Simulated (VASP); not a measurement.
# GaP (F-43m) in VASP: settings compared

One crystal, GaP, is run at these levels: PBE, PBEsol0; tasks: relaxation of cell and atoms, single point.

All numbers are computed with VASP 6.6.1; they aren't measurements. Logs are shortened: lines on timing, memory, paths and dates and some standing lists are left out, and cuts for length are marked.

**Experimental background.**

From “Stacking defects in GaP nanowires: Electronic structure and optical properties”, 2018, arxiv:1810.01194, for a bulk crystal of GaP at 10 K: band gap 2.34 eV (indirect).

The results are compared with them further down.

### 1 The structure

The structure is cubic, space group F-43m (No. 216). The conventional cell has a = 5.451 Å, b = 5.451 Å, c = 5.451 Å, α = 90.00°, β = 90.00°, γ = 90.00°. Ga (site symmetry -43m) is surrounded by 4 P at 2.36 Å. P (site symmetry -43m) is surrounded by 4 Ga at 2.36 Å.

### 2 Relaxation of cell and atoms, PBE

File INCAR:

```
PREC     = Accurate       # precision mode
ENCUT    = 630            # plane-wave cutoff, eV
EDIFF    = 1E-6           # SCF threshold, eV
ISMEAR   = -1             # smearing method
SIGMA    = 0.05           # smearing width, eV
LREAL    = F              # projectors in reciprocal space
LASPH    = T              # aspherical terms in the spheres
NELM     = 80             # most SCF steps
ALGO     = Fast           # electronic algorithm
ISIF     = 3              # what is computed and relaxed
LWAVE    = F              # write WAVECAR
LCHARG   = F              # write CHGCAR
GGA      = PE             # functional
IBRION   = 2              # ionic algorithm
NSW      = 60             # ionic steps
EDIFFG   = -0.005         # ionic threshold
```

File KPOINTS:

```
Automatic mesh
0
Gamma
  8 8 8
```

File POSCAR:

```
GaP
1.0
    0.0000000000      2.7252500000      2.7252500000
    2.7252500000      0.0000000000      2.7252500000
    2.7252500000      2.7252500000      0.0000000000
Ga P
1 1
Direct
    0.0000000000      0.0000000000      0.0000000000
    0.7500000000      0.7500000000      0.7500000000
```

Potentials or basis: VASP PAW PBE potentials, release 64 (Ga_d_GW, P_GW).

Started as:

```bash
$ cat potpaw_PBE.64/Ga_d_GW/POTCAR potpaw_PBE.64/P_GW/POTCAR > POTCAR
$ mpirun -np 1 vasp_std > vasp.out
```

OUTCAR:

```text
PREC = Accurate
   ENCUT = 630
   EDIFF = 1E-6
   ISMEAR = -1
   LREAL = F
   LASPH = T
   NELM = 80
   ISIF = 3
   GGA = PE
   IBRION = 2
   NSW = 60
   EDIFFG = -0.005

 ion  position               nearest neighbor table
   1  0.000  0.000  0.000-   2 2.36   2 2.36   2 2.36   2 2.36
   2  0.750  0.750  0.750-   1 2.36   1 2.36   1 2.36   1 2.36

  LATTYP: Found a face centered cubic cell.
 ALAT       =     5.4505000000

  Lattice vectors:

 A1 = (   0.0000000000,   2.7252500000,   2.7252500000)
 A2 = (   2.7252500000,   0.0000000000,   2.7252500000)
 A3 = (   2.7252500000,   2.7252500000,   0.0000000000)

Analysis of symmetry for initial positions (statically):
=====================================================================
 Subroutine PRICEL returns:
 Original cell was already a primitive cell.

 Routine SETGRP: Setting up the symmetry group for a
 face centered cubic supercell.

 Subroutine GETGRP returns: Found 24 space group operations
 (whereof 24 operations were pure point group operations)
 out of a pool of 48 trial point group operations.

The static configuration has the point symmetry T_d .

Analysis of symmetry for dynamics (positions and initial velocities):
=====================================================================
 Subroutine PRICEL returns:
 Original cell was already a primitive cell.

 Routine SETGRP: Setting up the symmetry group for a
 face centered cubic supercell.

 Subroutine GETGRP returns: Found 24 space group operations
 (whereof 24 operations were pure point group operations)
 out of a pool of 48 trial point group operations.

The dynamic configuration has the point symmetry T_d .

 Subroutine INISYM returns: Found 24 space group operations
 (whereof 24 operations are pure point group operations),
 and found     1 'primitive' translations

----------------------------------------------------------------------------------------

                                     Primitive cell

  volume of cell :      40.4808

  direct lattice vectors                    reciprocal lattice vectors
     0.000000000  2.725250000  2.725250000    -0.183469406  0.183469406  0.183469406
     2.725250000  0.000000000  2.725250000     0.183469406 -0.183469406  0.183469406
     2.725250000  2.725250000  0.000000000     0.183469406  0.183469406 -0.183469406

  length of vectors
     3.854085511  3.854085511  3.854085511     0.317778334  0.317778334  0.317778334

  position of ions in fractional coordinates (direct lattice)
[... 97 lines left out ...]
   IMIX   =      4    mixing-type and parameters
     AMIX     =   0.40;   BMIX     =  1.00
     AMIX_MAG =   1.60;   BMIX_MAG =  1.00
  volume/ion in A,a.u.               =      20.24       136.59
  Fermi-wavevector in a.u.,A,eV,Ry     =   1.249538  2.361284 21.243377  1.561344
  Thomas-Fermi vector in A             =   2.383574
   LORBIT       =      0    0 simple, 1 ext, 2 COOP (PROOUT), +10 PAW based schemes
   GGA     = PE    functional components
   LHFCALC =     F    Hartree Fock is set to
   AEXX    =    0.0000 exact exchange contribution
   IVDW    =     0    specifies the selected vdW correction
   LEPSILON=     F    determine dielectric tensor
   LRPA    =     F    only Hartree local field effects (RPA)
 conjugate gradient relaxation of ions
 non-spin polarized calculation
 RMM-DIIS sequential band-by-band and
  energy-cutoff  :      630.00
  volume of cell :       40.48
 maximum number of plane-waves:      1475
   NGX = 15   NGY = 15   NGZ = 15

--------------------------------------- Ionic step        1  -------------------------------------------

 number of electron      18.0000003 magnetization

 Free energy of the ion-electron system (eV)
  ---------------------------------------------------
  ext. energy  EPLUGINS =         0.00000000
  ---------------------------------------------------
  free energy    TOTEN  =        -9.10231450 eV

  energy without entropy =       -9.10231449  energy(sigma->0) =       -9.10231450

------------------------ aborting loop because EDIFF is reached ----------------------------------------

  FORCE on cell =-STRESS in cart. coord.  units (eV):
  Direction    XX          YY          ZZ          XY          YZ          ZX
  --------------------------------------------------------------------------------------
  -------------------------------------------------------------------------------------
  Total        0.5721564      0.5721564      0.5721564     -0.0000000      0.0000000     -0.0000000
  in kB       22.6452066     22.6452066     22.6452066     -0.0000000      0.0000000     -0.0000000
  external PRESSURE =      22.6452066 kB  Pullay stress =       0.0000000 kB
[... 275 lines left out ...]
--------------------------------------- Ionic step        9  -------------------------------------------

 number of electron      17.9999994 magnetization

 Free energy of the ion-electron system (eV)
  ---------------------------------------------------
  ext. energy  EPLUGINS =         0.00000000
  ---------------------------------------------------
  free energy    TOTEN  =        -9.11029104 eV

  energy without entropy =       -9.11029103  energy(sigma->0) =       -9.11029103

 E-fermi :   4.8715     XC(G=0):  -9.8299

 val. band max:        4.0944092789   @ k =   0.0000   0.0000   0.0000
 cond. band min:       5.6847527727   @ k =   0.5000   0.0000   0.0000
 fundamental gap:      1.5903434938
 Fermi energy:         4.8714661968

 k-point     1 :       0.0000    0.0000    0.0000
  band No.  band energies     occupation
      1     -10.4011      2.00000
      2     -10.4011      2.00000
      3     -10.4011      2.00000
      4     -10.3094      2.00000
      5     -10.3094      2.00000
      6      -8.1979      2.00000
      7       4.0944      2.00000
      8       4.0944      2.00000
      9       4.0944      2.00000
     10       5.6947      0.00000
     11       7.9865      0.00000
     12       7.9865      0.00000
     13       7.9865      0.00000
[... 354 lines left out ...]
  band No.  band energies     occupation
      1     -10.4810      2.00000
      2     -10.3725      2.00000
      3     -10.3615      2.00000
      4     -10.3137      2.00000
      5     -10.3026      2.00000
      6      -5.8306      2.00000
      7      -2.1938      2.00000
      8       0.9990      2.00000
      9       2.2326      2.00000
     10       7.4709      0.00000
     11       8.4076      0.00000
     12      10.4680      0.00000
     13      11.9230      0.00000

 [... further k-points ...]
[... 5 lines left out ...]
  --------------------------------------------------------------------------------------
  -------------------------------------------------------------------------------------
  Total        0.0020224      0.0020224      0.0020224      0.0000000     -0.0000000      0.0000000
  in kB        0.0779129      0.0779129      0.0779129      0.0000000     -0.0000000      0.0000000
  external PRESSURE =       0.0779129 kB  Pullay stress =       0.0000000 kB
[... 17 lines left out ...]
  FREE ENERGIE OF THE ION-ELECTRON SYSTEM (eV)
  ---------------------------------------------------
  free  energy   TOTEN  =        -9.1102910355 eV

  energy  without entropy=       -9.1102910316  energy(sigma->0) =       -9.11029103

 reached required accuracy - stopping structural energy minimisation
```

Wall time 91 s (1 thread of Intel Xeon Platinum 8488C (Sapphire Rapids), shared host); peak memory 0.2 GiB.

Results:

```
Free energy                            : -9.1103 eV
Relaxed volume                         : 20.79 Å³/atom
Relaxed cell                           : a = 3.889 Å, b = 3.889 Å, c = 3.889 Å, α = 60.00°, β = 60.00°, γ = 60.00°
Space group after relaxing (to 0.05 Å) : F-43m (No. 216)
Energy gained by relaxing              : 4.0 meV/atom
Ionic steps                            : 9
Pressure after relaxing                : 0.0 GPa
Band gap on the k mesh                 : 1.59 eV, indirect (least direct gap 1.60 eV)
```

The path:
```
step  energy change (eV)  largest force (eV/Å)  pressure (GPa)  volume (Å³)
   1              0.0000                0.0000            2.26        40.48
   2             -0.0061                0.0000           -0.79        42.18
   3             -0.0080                0.0000            0.07        41.62
   4             -0.0080                0.0000           -0.41        41.67
   5             -0.0076                0.0000            0.54        41.36
   6             -0.0080                0.0000            0.04        41.58
   7             -0.0080                0.0000           -0.06        41.59
   8             -0.0080                0.0000            0.12        41.58
   9             -0.0080                0.0000            0.01        41.59
```

Final structure:
```
CELL_PARAMETERS angstrom
0.00000 2.74987 2.74987
2.74987 0.00000 2.74987
2.74987 2.74987 0.00000
ATOMIC_POSITIONS crystal
Ga 0.00000 0.00000 0.00000
P 0.75000 0.75000 0.75000
```

Levels at points of the mesh, in eV from the valence-band top:
```
           k point  band 7  band 8  band 9  band 10  band 11  band 12
(0.00, 0.00, 0.00)    0.00    0.00    0.00     1.60     3.89     3.89
(0.50, 0.00, 0.00)   -6.48   -1.08   -1.08     1.59     4.72     4.72
(0.50, 0.50, 0.00)   -6.63   -2.59   -2.59     1.71     1.85    10.38
```

A k mesh can miss the band edges. Zero-point motion and thermal expansion aren't in these numbers.

(Part 1 of 2 ends here.)
